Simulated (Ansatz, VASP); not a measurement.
**TePb: 3 runs at one level of theory**

The starting cell:

```
CELL_PARAMETERS angstrom
0.00000 3.23100 3.23100
3.23100 0.00000 3.23100
3.23100 3.23100 0.00000
ATOMIC_POSITIONS crystal
Pb 0.00000 0.00000 0.00000
Te 0.50000 0.50000 0.50000
```

Alike in all runs: task relaxation of cell and atoms; functional PBEsol; dispersion D3(BJ); k mesh 7 × 7 × 7; occupations fermi-dirac, width 0.05 eV; no spin polarisation; no spin-orbit coupling.

```tsv
program and potentials	plane-wave cutoff (eV)	notes	equilibrium volume (Å³/atom)
Ansatz, Ansatz PAW	420	potentials made for PBE, which Ansatz adapts in part; 15 valence electrons an atom on average	31.99
VASP, PBE PAW files Pb_d, Te, 600 eV	600	potentials made for PBE; 10 valence electrons an atom on average	32.00
Ansatz, all-electron LAPW, scalar-relativistic	-	-	32.00
```

The equilibrium volume spans 31.99 (Ansatz, Ansatz PAW) to 32.00 Å³/atom (VASP, PBE PAW files Pb_d, Te, 600 eV), with all-electron results at 32.00. Relaxations stop with a little pressure left, so the last digit of a volume isn't settled.

Differences between rows come from potentials, basis sets and numerical settings, since the functional is the same but for its coding. Runs on potential files found faulty are left out.
